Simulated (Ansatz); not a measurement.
A trial cell of Mg5ZnO6, before relaxation:

```
Mg Zn O
1.0
     3.31120    0.00000    0.00000
     0.00000    3.31120    0.00000
     0.00000    0.00000   14.04825
Mg Zn O
5 1 6
Direct
  0.00000 0.00000 0.66667
  0.50000 0.50000 0.50000
  0.00000 0.00000 0.33333
  0.50000 0.50000 0.16667
  0.50000 0.50000 0.83333
  0.00000 0.00000 0.00000
  0.00000 0.00000 0.50000
  0.50000 0.50000 0.33333
  0.00000 0.00000 0.16667
  0.50000 0.50000 0.00000
  0.00000 0.00000 0.83333
  0.50000 0.50000 0.66667
```

The calculation used DFT PBE, scalar-relativistic, plane waves, PAW (Ansatz). Cutoff 420 eV, Gaussian smearing, Γ-centred meshes. Cell and atoms relax first on a coarse mesh and then on a converged one. In between, the cell is made exact in the group found at 0.06 Å. The steps can't lower the symmetry of their start. No spin polarisation.

A guess keeps its type if space group and coordination stay and the shape of the cell changes little (axis ratios within about 15 %, angles within 6°); the volume may change.

**Question.** Does this structure survive the relaxation?

**Answer.** It keeps its type. The symmetry stays P4/mmm (No. 123). The volume per atom shrinks by 24.3 %, from 12.8 to 9.7 Å³. The shortest distance goes from 2.34 Å (Mg–O and Zn–O) to 2.12 Å (Mg–O). The ratio c/a of the conventional cell changes by a factor of 1.00. Counting neighbours within 15 % of an atom's shortest distance, the start has Mg 6, O 6, Zn 6 and the end Mg 6, O 6, Zn 6.

The last run used an 8×8×2 mesh (in the run's order of axes) for its 12-atom cell and Gaussian smearing of 0.02 eV. A later test with randomly moved atoms came back to the same energy, though modes that don't fit the test's cell weren't probed.
